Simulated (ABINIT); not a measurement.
# HfC (Fm-3m) in ABINIT: notebook, part 3 of 3

ABINIT 10.8.3 (patched build). Earlier steps stand in the parts before.

## (5) Equation of state, BP86

Input file run.abi:

```
# Datasets: one volume each
ndtset 7
getwfk -1
scalecart1 3*0.9795861087
scalecart2 3*0.9864848297
scalecart3 3*0.9932883884
scalecart4 3*1.0000000000
scalecart5 3*1.0066227096
scalecart6 3*1.0131594038
scalecart7 3*1.0196128224

# Pseudopotentials
pp_dirpath "./"
pseudos "Hf.GGA_PBE-JTH.xml, C.GGA_PBE-JTH.xml"

# Structure
acell 3.2880465325 3.2880465325 3.2880465325 Angstrom
rprim
     0.0000000000     0.7071067812     0.7071067812
     0.7071067812     0.0000000000     0.7071067812
     0.7071067812     0.7071067812     0.0000000000
ntypat 2
znucl 72 6
natom 2
typat 1 2
xred
     0.5000000000     0.5000000000     0.5000000000
     0.0000000000     0.0000000000     0.0000000000

# Plane-wave basis
ecut 20.0
pawecutdg 40.0

# k points
kptopt 1
ngkpt 10 10 10
nshiftk 1
shiftk 0.0 0.0 0.0

# Exchange and correlation
ixc -106132

# Bands and occupations
nband 12
occopt 3
tsmear 0.00183747

# SCF cycle
nstep 100
tolvrs 1.0e-9

# Output
iomode 3
prtwf 1
prtden 0
prteig 0
prtebands 0
enunit 2
```

Potentials or basis: JTH PAW PBE v2.0.

Started as:

```
> abinit run.abi > log 2>&1
```

run.abo:

```text
.Version 10.8.3 of ABINIT
 DATASET    1 : space group Fm -3 m (#225); Bravais cF (face-center cubic)
================================================================================
 Values of the parameters that define the memory need for DATASET  1.
     intxc =       0    ionmov =       0      iscf =      17    lmnmax =      18
     lnmax =       6     mgfft =      27  mpssoang =       3    mqgrid =    3001
     natom =       2  nloc_mem =       2    nspden =       1   nspinor =       1
    nsppol =       1      nsym =      48    n1xccc =       1    ntypat =       2
    occopt =       3   xclevel =       2
       mpw =         692          nfft =       19683          nkpt =          47
 PAW method is used; the additional fine FFT grid is defined by:
   mgfftf=        36    nfftf =     46656
================================================================================
================================================================================
[... 71 lines left out ...]
 DATASET    7 : space group Fm -3 m (#225); Bravais cF (face-center cubic)
================================================================================
 Values of the parameters that define the memory need for DATASET  7.
     intxc =       0    ionmov =       0      iscf =      17    lmnmax =      18
     lnmax =       6     mgfft =      27  mpssoang =       3    mqgrid =    3001
     natom =       2  nloc_mem =       2    nspden =       1   nspinor =       1
    nsppol =       1      nsym =      48    n1xccc =       1    ntypat =       2
    occopt =       3   xclevel =       2
       mpw =         785          nfft =       19683          nkpt =          47
 PAW method is used; the additional fine FFT grid is defined by:
   mgfftf=        40    nfftf =     64000
================================================================================
================================================================================

--------------------------------------------------------------------------------
------------- Echo of variables that govern the present computation ------------
--------------------------------------------------------------------------------
 -outvars: echo values of preprocessed input variables --------
            acell      6.2135074357E+00  6.2135074357E+00  6.2135074357E+00 Bohr
              amu      1.78490000E+02  1.20110000E+01
             ecut      2.00000000E+01 Hartree
           enunit           2
           getwfk          -1
              ixc     -106132
           jdtset        1    2    3    4    5    6    7
         kptrlatt       10    0    0      0   10    0      0    0   10
          kptrlen1     6.08666557E+01
          kptrlen2     6.12953082E+01
          kptrlen3     6.17180479E+01
          kptrlen4     6.21350744E+01
          kptrlen5     6.25465769E+01
          kptrlen6     6.29527349E+01
          kptrlen7     6.33537185E+01
            natom           2
            nband          12
           ndtset           7
            ngfft          27      27      27
          ngfftdg1         36      36      36
          ngfftdg2         36      36      36
          ngfftdg3         36      36      36
          ngfftdg4         36      36      36
          ngfftdg5         36      36      36
          ngfftdg6         36      36      36
          ngfftdg7         40      40      40
             nkpt          47
            nstep         100
             nsym          48
           ntypat           2
           occopt           3
        pawecutdg      4.00000000E+01 Hartree
[... 52 lines left out ...]
            xcart5     4.4227108674E+00  4.4227108674E+00  4.4227108674E+00
                       0.0000000000E+00  0.0000000000E+00  0.0000000000E+00
            xcart6     4.4514305736E+00  4.4514305736E+00  4.4514305736E+00
                       0.0000000000E+00  0.0000000000E+00  0.0000000000E+00
            xcart7     4.4797843990E+00  4.4797843990E+00  4.4797843990E+00
                       0.0000000000E+00  0.0000000000E+00  0.0000000000E+00
             xred      5.0000000000E-01  5.0000000000E-01  5.0000000000E-01
                       0.0000000000E+00  0.0000000000E+00  0.0000000000E+00
            znucl       72.00000    6.00000

================================================================================

 chkinp: Checking input parameters for consistency, jdtset=   1.

 chkinp: Checking input parameters for consistency, jdtset=   2.
[... 36 lines left out ...]
 getcut: wavevector=  0.0000  0.0000  0.0000  ngfft=  36  36  36
         ecut(hartree)=     40.000   => boxcut(ratio)=   2.07744

--- Pseudopotential description ------------------------------------------------
- pspini: atom type   1  psp file is ./Hf.GGA_PBE-JTH.xml
 Pseudopotential format is: paw10
 basis_size (lnmax)=  6 (lmn_size= 18), orbitals=   0   0   1   1   2   2
 Spheres core radius: rc_sph= 2.41119446
 Shapefunction is SIN type: shapef(r)=[sin(pi*r/rshp)/(pi*r/rshp)]**2
 Radius for shape functions =  2.41119446
 Compensation charge density is not taken into account in XC energy/potential

- pspini: atom type   2  psp file is ./C.GGA_PBE-JTH.xml
 Pseudopotential format is: paw10
 basis_size (lnmax)=  4 (lmn_size=  8), orbitals=   0   0   1   1
 Spheres core radius: rc_sph= 1.50736703
 Shapefunction is SIN type: shapef(r)=[sin(pi*r/rshp)/(pi*r/rshp)]**2
 Radius for shape functions =  1.30052589
 Compensation charge density is not taken into account in XC energy/potential

   1.55524723E+03                                ecore*ucvol(ha*bohr**3)
--------------------------------------------------------------------------------

================================================================================

--- !BeginCycle
iteration_state: {dtset: 1, }
solver: {iscf: 17, nstep: 100, nline: 4, wfoptalg: 10, }
tolerances: {tolvrs: 1.00E-09, }
...
[... 1100 lines left out ...]
 getcut: wavevector=  0.0000  0.0000  0.0000  ngfft=  40  40  40
         ecut(hartree)=     40.000   => boxcut(ratio)=   2.21765

 getcut : COMMENT -
  Note that boxcut > 2.2 ; recall that boxcut=Gcut(box)/Gcut(sphere) = 2
  is sufficient for exact treatment of convolution.
  Such a large boxcut is a waste : you could raise ecut
  e.g. ecut=   49.179660 Hartrees makes boxcut=2

--------------------------------------------------------------------------------

-inwffil : will read wavefunctions from disk file runo_DS6_WFK.nc

================================================================================
[... 146 lines left out ...]
-Cartesian components of stress tensor (GPa)         [Pressure= -1.1822E+01 GPa]
- sigma(1 1)=  1.18222601E+01  sigma(3 2)=  0.00000000E+00
- sigma(2 2)=  1.18222601E+01  sigma(3 1)=  0.00000000E+00
- sigma(3 3)=  1.18222601E+01  sigma(2 1)=  0.00000000E+00

== END DATASET(S) ==============================================================
================================================================================

 -outvars: echo values of variables after computation  --------
            acell      6.2135074357E+00  6.2135074357E+00  6.2135074357E+00 Bohr
           etotal1    -5.5914337083E+01
           etotal2    -5.5916004495E+01
           etotal3    -5.5917006052E+01
           etotal4    -5.5917389351E+01
           etotal5    -5.5917220950E+01
           etotal6    -5.5916540182E+01
           etotal7    -5.5915416443E+01
            fcart1    -0.0000000000E+00 -0.0000000000E+00 -0.0000000000E+00
                      -0.0000000000E+00 -0.0000000000E+00 -0.0000000000E+00
            fcart2    -0.0000000000E+00 -0.0000000000E+00 -0.0000000000E+00
                      -0.0000000000E+00 -0.0000000000E+00 -0.0000000000E+00
            fcart3    -0.0000000000E+00 -0.0000000000E+00 -0.0000000000E+00
                      -0.0000000000E+00 -0.0000000000E+00 -0.0000000000E+00
            fcart4    -0.0000000000E+00 -0.0000000000E+00 -0.0000000000E+00
                      -0.0000000000E+00 -0.0000000000E+00 -0.0000000000E+00
            fcart5    -0.0000000000E+00 -0.0000000000E+00 -0.0000000000E+00
                      -0.0000000000E+00 -0.0000000000E+00 -0.0000000000E+00
[... 38 lines left out ...]
                       0.0000000000E+00  0.0000000000E+00  0.0000000000E+00
           xangst1     2.2775377028E+00  2.2775377028E+00  2.2775377028E+00
                       0.0000000000E+00  0.0000000000E+00  0.0000000000E+00
           xangst2     2.2935772291E+00  2.2935772291E+00  2.2935772291E+00
                       0.0000000000E+00  0.0000000000E+00  0.0000000000E+00
           xangst3     2.3093955031E+00  2.3093955031E+00  2.3093955031E+00
                       0.0000000000E+00  0.0000000000E+00  0.0000000000E+00
           xangst4     2.3250000000E+00  2.3250000000E+00  2.3250000000E+00
                       0.0000000000E+00  0.0000000000E+00  0.0000000000E+00
           xangst5     2.3403977999E+00  2.3403977999E+00  2.3403977999E+00
                       0.0000000000E+00  0.0000000000E+00  0.0000000000E+00
           xangst6     2.3555956139E+00  2.3555956139E+00  2.3555956139E+00
                       0.0000000000E+00  0.0000000000E+00  0.0000000000E+00
           xangst7     2.3705998121E+00  2.3705998121E+00  2.3705998121E+00
                       0.0000000000E+00  0.0000000000E+00  0.0000000000E+00
             xred      5.0000000000E-01  5.0000000000E-01  5.0000000000E-01
                       0.0000000000E+00  0.0000000000E+00  0.0000000000E+00
 Calculation completed.
```

Run time: 75 s. Hardware: 1 thread of Arm Neoverse V2, shared host; peak memory 0.15 GiB.

What came out:

| Item | Value |
| --- | --- |
| Equilibrium volume | 12.61 Å³/atom |
| Bulk modulus | 237 GPa |
| Pressure derivative of the bulk modulus | 3.9 (rough: it moves with the points fitted) |

Energy against volume, from the lowest point:
```tsv
volume (Å³/atom)	energy (meV/atom)
11.814	41.53
12.065	18.84
12.317	5.22
12.568	0.00
12.819	2.29
13.071	11.55
13.322	26.84
```

Caveat: pressures at fixed basis lie under the slope of the energies; the PAW data sets were made with another functional, which shifts forces and pressure a little.

## (6) Summary

| task | level | spin | dispersion computed by | V0 of scaled cells (Å³/atom) | B0 (GPa) |
| --- | --- | --- | --- | --- | --- |
| equation of state | BP86+D3 | off | - | 12.17 | 256 |
| band structure | PW91 | SOC, no magnetisation | - | - | - |
| equation of state | PBE+D4 | off | dftd4 4.3.1 | 12.40 | 246 |
| equation of state | BP86 | off | - | 12.61 | 237 |

Alike in all rows: potentials or basis JTH PAW PBE v2.0; cell as given; k mesh 10 × 10 × 10; cutoff (eV) 544; smearing fermi-dirac 0.05 eV.

Caveats: pressures at fixed basis lie under the slope of the energies (some runs); the PAW data sets were made with another functional, which shifts forces and pressure a little (some runs).

Total energies depend on the potentials used, so only differences within one code and one set of settings carry meaning.
